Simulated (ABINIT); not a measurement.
# BaO (Fm-3m): G0W0 in ABINIT against the k mesh

Wanted: the cheapest k mesh that holds the gap of BaO (Fm-3m).

Calculated with ABINIT 10.8.3; PBE and many-body steps on it, plane waves.

The database entry behind the starting cell differs from later determinations by our own check (about 0.7 % short), so it need not match the best structure at ambient conditions.

## (1) Set-up

Symmetry: Fm-3m, No. 225, cubic system. Conventional cell: a = 5.500 Å, b = 5.500 Å, c = 5.500 Å, α = 90.00°, β = 90.00°, γ = 90.00°. Nearest to Ba lie 6 O at 2.75 Å. Nearest to O lie 6 Ba at 2.75 Å. Farther neighbours and most contacts between anions are not listed.

The cell and positions come from the Crystallography Open Database and are kept as given unless a step says otherwise. Spin-orbit coupling is left out unless a step names it.

## (2) Empty states on the mesh, 6×6×6 mesh, 283 bands

This step: ABINIT 10.8.3; DFT, PBE, plane waves, norm-conserving pseudopotentials.

The sums over transitions need many empty states on a uniform mesh; this step solves for them.

Contents of run.abi:

```
acell 3*1.0 Angstrom
rprim 
  -0.000000000000 2.750000000000 2.750000000000
  2.750000000000 -0.000000000000 2.750000000000
  2.750000000000 2.750000000000 -0.000000000000
ntypat 2
znucl 56 8
natom 2
typat 1 2
xred 
  0.000000000000 0.000000000000 0.000000000000
  0.500000000000 0.500000000000 0.500000000000
pp_dirpath "pseudos"
pseudos "Ba.upf, O.upf"
ecut 36
ngkpt 6 6 6
nshiftk 1
shiftk 0 0 0
kptopt 1
chksymbreak 0
irdden 1
istwfk *1
nband 283
prtvol 0
optdriver 6
gwr_task "HDIAGO"
paral_kgb 0
occopt 1
indata_prefix "in"
outdata_prefix "out"
tmpdata_prefix "tmp"
```

Run with:

```bash
OMP_NUM_THREADS=1 mpirun -n 8 abinit run.abi > log
```

The program printed:

```text
.Version 10.8.3 of ABINIT. v10.8.2 released Aug 2026.

 Symmetries : space group Fm -3 m (#225); Bravais cF (face-center cubic)
[... echo of the input left out ...]
== DATASET  1 ==================================================================
-   mpi_nproc: 8, omp_nthreads: 1 (-1 if OMP is not activated)

--- !DatasetInfo
iteration_state: {dtset: 1, }
dimensions: {natom: 2, nkpt: 16, mband: 283, nsppol: 1, nspinor: 1, nspden: 1, mpw: 2914, }
cutoff_energies: {ecut:  36.0, pawecutdg:  -1.0, }
[...]
Direct band gap semiconductor
 Fundamental gap:     1.938 (eV)
   VBM:     5.775 (eV) at k: [ 5.0000E-01,  5.0000E-01,  0.0000E+00]
   CBM:     7.713 (eV) at k: [ 5.0000E-01,  5.0000E-01,  0.0000E+00]
 Direct gap:         1.938 (eV) at k: [ 5.0000E-01,  5.0000E-01,  0.0000E+00]

== END DATASET(S) ==============================================================
================================================================================

 -outvars: echo values of variables after computation  --------
           etotal      0.0000000000E+00
            nband         283
             nkpt          16
          spgroup         225
 [... the other variables as echoed above ...]

 Calculation completed.
```

Wall time 35 s (8 MPI ranks of Intel Xeon Platinum 8488C (Sapphire Rapids), shared host); peak memory 4.2 GiB.

This step gave:

```yaml
gap: 1.938 eV
k_of_the_valence_top: 0.5, 0.5, 0
k_of_the_conduction_bottom: 0.5, 0.5, 0
least_direct_gap: 1.938 eV
k_points_computed: 16
lowest_point_of_the_top_converged_band_above_the_valence_top: 182.4928 eV
```

On this mesh the gap is 1.938 eV.

The density comes from a self-consistent run that is not shown.

## (3) Empty states on the mesh, 2×2×2 mesh, 83 bands

run.abi: that of step 2 with these lines changed.

```diff
@@ -15,3 +15,3 @@
 ecut 36
-ngkpt 6 6 6
+ngkpt 2 2 2
 nshiftk 1
@@ -22,3 +22,3 @@
 istwfk *1
-nband 283
+nband 83
 prtvol 0
```

The program printed:

```text
[banner, memory and clock lines left out]
.Version 10.8.3 of ABINIT. v10.8.2 released Aug 2026.

 Symmetries : space group Fm -3 m (#225); Bravais cF (face-center cubic)
[... echo of the input left out ...]
== DATASET  1 ==================================================================
-   mpi_nproc: 8, omp_nthreads: 1 (-1 if OMP is not activated)

--- !DatasetInfo
iteration_state: {dtset: 1, }
dimensions: {natom: 2, nkpt: 3, mband: 83, nsppol: 1, nspinor: 1, nspden: 1, mpw: 2914, }
cutoff_energies: {ecut:  36.0, pawecutdg:  -1.0, }
[...]
Integrated=    1.6000E+01

 === KS gaps after direct diagonalization ===
 Direct band gap semiconductor
 Fundamental gap:     1.938 (eV)
   VBM:     5.775 (eV) at k: [ 5.0000E-01,  5.0000E-01,  0.0000E+00]
   CBM:     7.713 (eV) at k: [ 5.0000E-01,  5.0000E-01,  0.0000E+00]
 Direct gap:         1.938 (eV) at k: [ 5.0000E-01,  5.0000E-01,  0.0000E+00]

== END DATASET(S) ==============================================================

 -outvars: echo values of variables after computation  --------
           etotal      0.0000000000E+00
            nband          83
             nkpt           3
          spgroup         225
 [... the other variables as echoed above ...]

 Calculation completed.
```

It took 8.7 s on 8 MPI ranks; peak memory 3 GiB; 67 s of CPU time.

Numbers from this step:

- gap: 1.938 eV
- k of the valence top: 0.5, 0.5, 0
- k of the conduction bottom: 0.5, 0.5, 0
- least direct gap: 1.938 eV
- k points computed: 3
- lowest point of the top converged band, above the valence top: 70.9294 eV

On this mesh the gap is 1.938 eV.

## (4) Empty states on the mesh, 4×4×4 mesh, 83 bands

run.abi: that of step 3 with these lines changed.

```diff
@@ -15,3 +15,3 @@
 ecut 36
-ngkpt 2 2 2
+ngkpt 4 4 4
 nshiftk 1
```

The program printed:

```text
[banner, memory and clock lines left out]
.Version 10.8.3 of ABINIT. v10.8.2 released Aug 2026.

 Symmetries : space group Fm -3 m (#225); Bravais cF (face-center cubic)
[... echo of the input left out ...]
== DATASET  1 ==================================================================
-   mpi_nproc: 8, omp_nthreads: 1 (-1 if OMP is not activated)

--- !DatasetInfo
iteration_state: {dtset: 1, }
dimensions: {natom: 2, nkpt: 8, mband: 83, nsppol: 1, nspinor: 1, nspden: 1, mpw: 2914, }
cutoff_energies: {ecut:  36.0, pawecutdg:  -1.0, }
[...]
Integrated=    1.6000E+01

 === KS gaps after direct diagonalization ===
 Direct band gap semiconductor
 Fundamental gap:     1.938 (eV)
   VBM:     5.775 (eV) at k: [ 5.0000E-01,  5.0000E-01,  0.0000E+00]
   CBM:     7.713 (eV) at k: [ 5.0000E-01,  5.0000E-01,  0.0000E+00]
 Direct gap:         1.938 (eV) at k: [ 5.0000E-01,  5.0000E-01,  0.0000E+00]

== END DATASET(S) ==============================================================

 -outvars: echo values of variables after computation  --------
           etotal      0.0000000000E+00
            nband          83
             nkpt           8
          spgroup         225
 [... the other variables as echoed above ...]

 Calculation completed.
```

Elapsed: 17 s, on 8 MPI ranks; peak memory 4.1 GiB.

This step gave:

| Quantity | Value |
| --- | --- |
| gap | 1.938 eV |
| k of the valence top | 0.5, 0.5, 0 |
| k of the conduction bottom | 0.5, 0.5, 0 |
| least direct gap | 1.938 eV |
| k points computed | 8 |
| lowest point of the top converged band, above the valence top | 70.1781 eV |

On this mesh the gap is 1.938 eV.

## (5) Empty states on the mesh, 8×8×8 mesh, 83 bands

run.abi: that of step 4 with these lines changed.

```diff
@@ -15,3 +15,3 @@
 ecut 36
-ngkpt 4 4 4
+ngkpt 8 8 8
 nshiftk 1
```

The program printed:

```text
[banner, memory and clock lines left out]
.Version 10.8.3 of ABINIT. v10.8.2 released Aug 2026.

 Symmetries : space group Fm -3 m (#225); Bravais cF (face-center cubic)
[... echo of the input left out ...]
== DATASET  1 ==================================================================
-   mpi_nproc: 8, omp_nthreads: 1 (-1 if OMP is not activated)

--- !DatasetInfo
iteration_state: {dtset: 1, }
dimensions: {natom: 2, nkpt: 29, mband: 83, nsppol: 1, nspinor: 1, nspden: 1, mpw: 2922, }
cutoff_energies: {ecut:  36.0, pawecutdg:  -1.0, }
[...]
Integrated=    1.6000E+01

 === KS gaps after direct diagonalization ===
 Direct band gap semiconductor
 Fundamental gap:     1.938 (eV)
   VBM:     5.775 (eV) at k: [ 5.0000E-01,  5.0000E-01,  0.0000E+00]
   CBM:     7.713 (eV) at k: [ 5.0000E-01,  5.0000E-01,  0.0000E+00]
 Direct gap:         1.938 (eV) at k: [ 5.0000E-01,  5.0000E-01,  0.0000E+00]

== END DATASET(S) ==============================================================

 -outvars: echo values of variables after computation  --------
           etotal      0.0000000000E+00
            nband          83
             nkpt          29
          spgroup         225
 [... the other variables as echoed above ...]

 Calculation completed.
```

It took 59 s on 8 MPI ranks; peak memory 4.2 GiB.

Numbers from this step:

```
gap                                                           : 1.938 eV
k of the valence top                                          : 0.5, 0.5, 0
k of the conduction bottom                                    : 0.5, 0.5, 0
least direct gap                                              : 1.938 eV
k points computed                                             : 29
lowest point of the top converged band, above the valence top : 69.1513 eV
```

On this mesh the gap is 1.938 eV.

## (6) Screening, 2×2×2 mesh, 75 bands, screening to 163.3 eV

The RPA dielectric matrix is built and inverted for each q.

This step: RPA screening on PBE, plane waves, norm-conserving pseudopotentials.

run.abi: that of step 5 with these lines changed.

```diff
@@ -15,3 +15,3 @@
 ecut 36
-ngkpt 8 8 8
+ngkpt 2 2 2
 nshiftk 1
@@ -20,10 +20,11 @@
 chksymbreak 0
-irdden 1
 istwfk *1
-nband 83
-prtvol 0
-optdriver 6
-gwr_task "HDIAGO"
-paral_kgb 0
 occopt 1
+irdwfk 1
+optdriver 3
+nband 75
+ecuteps 6
+inclvkb 2
+awtr 1
+symchi 1
 indata_prefix "in"
```

The program printed:

```text
.Version 10.8.3 of ABINIT. v10.8.2 released Aug 2026.

 Symmetries : space group Fm -3 m (#225); Bravais cF (face-center cubic)
[... echo of the input left out ...]
== DATASET  1 ==================================================================
-   mpi_nproc: 8, omp_nthreads: 1 (-1 if OMP is not activated)

--- !DatasetInfo
iteration_state: {dtset: 1, }
dimensions: {natom: 2, nkpt: 3, mband: 75, nsppol: 1, nspinor: 1, nspden: 1, mpw: 2914, }
cutoff_energies: {ecut:  36.0, pawecutdg:  -1.0, }
electrons: {nelect:   1.60000000E+01, charge:   0.00000000E+00, occopt:   1.00000000E+00, tsmear:   1.00000000E-02, }

 SCREENING: Calculation of the susceptibility and dielectric matrices

 Based on a program developped by R.W. Godby, V. Olevano, G. Onida, and L. Reining.
 Incorporated in ABINIT by V. Olevano, G.-M. Rignanese, and M. Torrent.
.Using double precision arithmetic ; gwpc =  8

[... cell and pseudopotentials left out ...]
--------------------------------------------------------------------------------

 ==== K-mesh for the wavefunctions ====
 Number of points in the irreducible wedge :     3
[... list of points left out ...]
 Together with 48 symmetry operations and time-reversal symmetry
 yields     8 points in the full Brillouin Zone.

 ==== Q-mesh for the screening function ====
 Number of points in the irreducible wedge :     3
[... list of points left out ...]
 Together with 48 symmetry operations and time-reversal symmetry
 yields     8 points in the full Brillouin Zone.

 setmesh: FFT mesh size selected  =    27x   27x   27
          total number of points  =        19683

 vcoul_init : cutoff-mode = AUXILIARY_FUNCTION
 q-points for optical limit:   1
     1)      0.000010    0.000020    0.000030

- screening: taking advantage of time-reversal symmetry
- Maximum band index for partially occupied states nbvw = 8
- Remaining bands to be divided among processors   nbcw = 67
- Number of bands treated by each node ~8

 Number of electrons calculated from density =   16.0000; Expected =   16.0000
 average of density, n =  0.057003
 r_s =    1.6119
 omega_plasma =   23.0305 [eV]

 calculating chi0 at frequencies [eV] :
  1    0.000000E+00    0.000000E+00
  2    0.000000E+00    2.303049E+01

--------------------------------------------------------------------------------
  q-point number  1        q = ( 0.000000, 0.000000, 0.000000) [r.l.u.]
--------------------------------------------------------------------------------
[... chi0 elements left out ...]
 For q-point:  0.000010 0.000020 0.000030
  dielectric constant =   6.2812
  dielectric constant without local fields =   6.9062

  Average fulfillment of the sum rule on Im[epsilon] for q-point    1 :     74.40  [%]
[... wings left out ...]
  q-point number  2        q = ( 0.500000, 0.000000, 0.000000) [r.l.u.]
--------------------------------------------------------------------------------
[... chi0 elements left out ...]
  Average fulfillment of the sum rule on Im[epsilon] for q-point    2 :     83.31  [%]

 [... 1 further q-points ...]
```

Elapsed: 2.7 s, on 8 MPI ranks; peak memory 0.11 GiB.

This step gave:

```yaml
eps_infinity_with_local_fields_on_this_mesh_along_the_program_s_q_direction: 6.281
the_same_without_local_fields: 6.906
plasma_frequency: 23.03 eV
plane_waves_in_the_screening_matrix: 181
```

Local fields lower ε∞ by 9 %. On a Γ-centred mesh this coarse the value itself is usually too large, while a short band sum pulls it down.

## (7) 2×2×2

This step: G0W0 on PBE, plane waves, norm-conserving pseudopotentials.

run.abi: that of step 6 with these lines changed.

```diff
@@ -23,8 +23,17 @@
 irdwfk 1
-optdriver 3
+optdriver 4
 nband 75
+gwcalctyp 0
+ecutsigx 36
+symsigma 1
+nkptgw 2
+kptgw 
+  0.5000000000 0.5000000000 0.0000000000
+  0.0000000000 0.0000000000 0.0000000000
+bdgw 
+  6 10
+  6 12
 ecuteps 6
-inclvkb 2
-awtr 1
-symchi 1
+irdscr 1
+ppmodel 1
 indata_prefix "in"
```

The program printed:

```text
.Version 10.8.3 of ABINIT. v10.8.2 released Aug 2026.

 Symmetries : space group Fm -3 m (#225); Bravais cF (face-center cubic)
[... echo of the input left out ...]
== DATASET  1 ==================================================================
-   mpi_nproc: 8, omp_nthreads: 1 (-1 if OMP is not activated)

--- !DatasetInfo
iteration_state: {dtset: 1, }
dimensions: {natom: 2, nkpt: 3, mband: 75, nsppol: 1, nspinor: 1, nspden: 1, mpw: 2914, }
cutoff_energies: {ecut:  36.0, pawecutdg:  -1.0, }
electrons: {nelect:   1.60000000E+01, charge:   0.00000000E+00, occopt:   1.00000000E+00, tsmear:   1.00000000E-02, }

 SIGMA: Calculation of the GW corrections

 Based on a program developped by R.W. Godby, V. Olevano, G. Onida, and L. Reining.
 Incorporated in ABINIT by V. Olevano, G.-M. Rignanese, and M. Torrent.
.Using double precision arithmetic ; gwpc =  8

[... cell and pseudopotentials left out ...]
--------------------------------------------------------------------------------

 ==== K-mesh for the wavefunctions ====
 Number of points in the irreducible wedge :     3
[... list of points left out ...]
 Together with 48 symmetry operations and time-reversal symmetry
 yields     8 points in the full Brillouin Zone.

 ==== Q-mesh for screening function ====
 Number of points in the irreducible wedge :     3
[... list of points left out ...]
 Together with 48 symmetry operations and time-reversal symmetry
 yields     8 points in the full Brillouin Zone.

 vcoul_init : cutoff-mode = AUXILIARY_FUNCTION
 q-points for optical limit:   1
     1)      0.000010    0.000020    0.000030
 setmesh: FFT mesh size selected  =    40x   40x   40
          total number of points  =        64000

 Number of electrons calculated from density =   16.0000; Expected =   16.0000
 average of density, n =  0.057003
 r_s =    1.6119
 omega_plasma =   23.0305 [eV]

 === KS Band Gaps ===
  >>>> For spin  1
   Minimum direct gap =   1.9384 [eV], located at k-point      :   0.5000  0.5000  0.0000
   Fundamental gap    =   1.9384 [eV], Top of valence bands at :   0.5000  0.5000  0.0000
                                       Bottom of conduction at :   0.5000  0.5000  0.0000
 SIGMA fundamental parameters:
 PLASMON POLE MODEL  1
 number of plane-waves for SigmaX                 2891
 number of plane-waves for SigmaC and W            181
 number of plane-waves for wavefunctions          2891
 number of bands                                    75
 number of independent spin polarizations            1
 number of spinorial components                      1
 number of k-points in IBZ                           3
 number of q-points in IBZ                           3
 number of symmetry operations                      48
 number of k-points in BZ                            8
 number of q-points in BZ                            8
 number of frequencies for dSigma/dE                 9
 frequency step for dSigma/dE [eV]                0.25
 number of omega for Sigma on real axis              0
 max omega for Sigma on real axis  [eV]           0.00
 zcut for avoiding poles [eV]                     0.10

 EPSILON^-1 parameters (SCR file):
 dimension of the eps^-1 matrix on file            181
 dimension of the eps^-1 matrix used               181
 number of plane-waves for wavefunctions          2891
 number of bands                                    75
 number of q-points in IBZ                           3
 number of frequencies                               2
 number of real frequencies                          1
 number of imag frequencies                          1

 matrix elements of self-energy operator (all in [eV])

 Perturbative Calculation

--- !SelfEnergy_ee
iteration_state: {dtset: 1, }
kpoint     : [   0.500,    0.500,    0.000, ]
spin       : 1
KS_gap     :    1.938
QP_gap     :    2.368
Delta_QP_KS:    0.430
data: !SigmaeeData |
     Band     E0 <VxcDFT>   SigX SigC(E0)      Z dSigC/dE  Sig(E)    E-E0       E
        6   5.561 -18.666 -23.108   4.524   0.764  -0.308 -18.603   0.063   5.624
        7   5.561 -18.666 -23.108   4.524   0.764  -0.308 -18.603   0.063   5.624
        8   5.775 -18.673 -22.862   4.301   0.769  -0.301 -18.586   0.086   5.861
        9   7.713  -8.634  -4.256  -3.763   0.839  -0.192  -8.118   0.516   8.229
       10  11.860 -11.599  -6.397  -3.996   0.828  -0.208 -10.601   0.999  12.858

--- !SelfEnergy_ee
iteration_state: {dtset: 1, }
kpoint     : [   0.000,    0.000,    0.000, ]
spin       : 1
KS_gap     :    4.097
QP_gap     :    4.614
Delta_QP_KS:    0.518
data: !SigmaeeData |
     Band     E0 <VxcDFT>   SigX SigC(E0)      Z dSigC/dE  Sig(E)    E-E0       E
        6   5.336 -18.493 -23.133   4.671   0.762  -0.313 -18.469   0.025   5.360
[...]
10  10.476  -9.798  -4.792  -4.018   0.834  -0.199  -8.974   0.823  11.299
       11  10.476  -9.798  -4.792  -4.018   0.834  -0.199  -8.974   0.823  11.299
       12  10.476  -9.798  -4.792  -4.018   0.834  -0.199  -8.974   0.823  11.299

== END DATASET(S) ==============================================================
================================================================================

 -outvars: echo values of variables after computation  --------
           etotal      0.0000000000E+00
            nband          75
             nkpt           3
          spgroup         225
 [... the other variables as echoed above ...]

 Calculation completed.
```

Run time: 3.3 s. Hardware: 8 MPI ranks; peak memory 0.93 GiB; 24 s of CPU time.

This step gave:

```yaml
g0w0_gap_on_the_points_computed: 2.368 eV
starting_gap_on_the_mesh: 1.938 eV
k_of_the_valence_top: 0.5, 0.5, 0
k_of_the_conduction_bottom: 0.5, 0.5, 0
z_at_the_valence_top: 0.769
z_at_the_conduction_bottom: 0.839
least_direct_g0w0_gap_on_the_computed_points: 2.368 eV
```

(Part 1 of 2 ends here.)

[Paths, hosts, dates, memory and timing lines, banners, echoed tables and standing remarks are left out of the program output.]

[Logs are printed without paths, hosts, clocks, repeated set-up lines and the standing remarks that a program may print on its own settings, such as how far it seeks lower states.]

[Runs of the session that timed out or met a known fault of the program may be left out.]

[Hosts, paths, dates, database ids (printed as entryN), source tags and the programs' standing remarks are cut or masked in the printed files.]

[G0W0 gaps are taken among the corrected bands and points alone; a level outside them can change the order at an edge.]

[Where Ansatz stands beside ABINIT at settings called matched, ABINIT's density can come from a denser mesh and the files from another edition; pairs whose starting gaps differed by over 0.03 eV were left out, so agreement reads better than it is.]
